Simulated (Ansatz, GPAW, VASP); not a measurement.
One calculation of GaAs, 3 ways

```xyz
2
Lattice="0.0000 2.8268 2.8268 2.8268 0.0000 2.8268 2.8268 2.8268 0.0000" Properties=species:S:1:pos:R:3 pbc="T T T"
As    4.2403    4.2403    4.2403
Ga    0.0000    0.0000    0.0000
```

Alike in all runs: task single point; functional PBE; k mesh 8 × 8 × 8; occupations gaussian, width 0.013 eV; no spin polarisation; no spin-orbit coupling. Pressure is positive in compression and, in plane waves, holds the error of the finite cutoff.

| program and potentials | plane-wave cutoff (eV) | notes | band gap (eV) | pressure (GPa) |
| --- | --- | --- | --- | --- |
| VASP, PBE PAW files As, Ga_d, 520 eV | 520 | 9 valence electrons an atom on average | 0.52 | 3.44 |
| GPAW, GPAW PAW data sets (gpaw-data 1.2.1) | 600 | 4 valence electrons an atom on average | 0.59 | 4.33 |
| Ansatz, all-electron LAPW, scalar-relativistic | - | - | ? | ? |

Estimate from the other rows what the run with Ansatz, all-electron LAPW, scalar-relativistic gave.

Band gap 0.52 eV; pressure 3.27 GPa. The other rows, which needn't bracket it: band gap 0.52 to 0.59; pressure 3.44 to 4.33.
